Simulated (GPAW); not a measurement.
## PbSe: energy against volume and a worked fit

```xyz
2
Lattice="0.0000 3.0606 3.0606 3.0606 0.0000 3.0606 3.0606 3.0606 0.0000" Properties=species:S:1:pos:R:3 pbc="T T T"
Pb    0.0000    0.0000    0.0000
Se    3.0606    3.0606    3.0606
```

The cell was scaled at fixed shape and fractions and run with GPAW, PAW data sets generated for this functional, cutoff 600 eV; PBEint, k mesh 6 × 6 × 6 on the cell of 2 atoms, fermi-dirac occupations of 0.05 eV, no spin polarisation, no spin-orbit coupling. Energies are those that the program minimises, any entropy of the smearing included.

```csv
V (Å³/atom),energy over the lowest row (meV/atom)
26.9506,17.576
27.5240,7.627
28.0975,1.871
28.6709,0.000
29.2443,?
29.8177,6.604
30.3911,14.453
```

Q: Fit the third-order Birch-Murnaghan form, give V0, B0 and B′, and predict the energy left open.

A: With y = (V0/V)^(2/3), E = E0 + (9 V0 B0/16) [(y - 1)³ B′ + (y - 1)² (6 - 4y)]. Least squares through the rows shown give V0 = 28.6780 Å³/atom, E0 = 0.010 meV, B0 = 49.35 GPa (1 eV/Å³ = 160.218 GPa) and B′ = 3.47, with a largest miss of 0.016 meV. At V = 29.2443 the form with these constants gives 1.683 meV; the run gave 1.679 meV an atom. Measured volume: 28.67 Å³/atom at 298 K (COD entry, doi:10.1107/S0108270187091509), so the fit lies +0.0 % from it. The runs are for a static lattice.
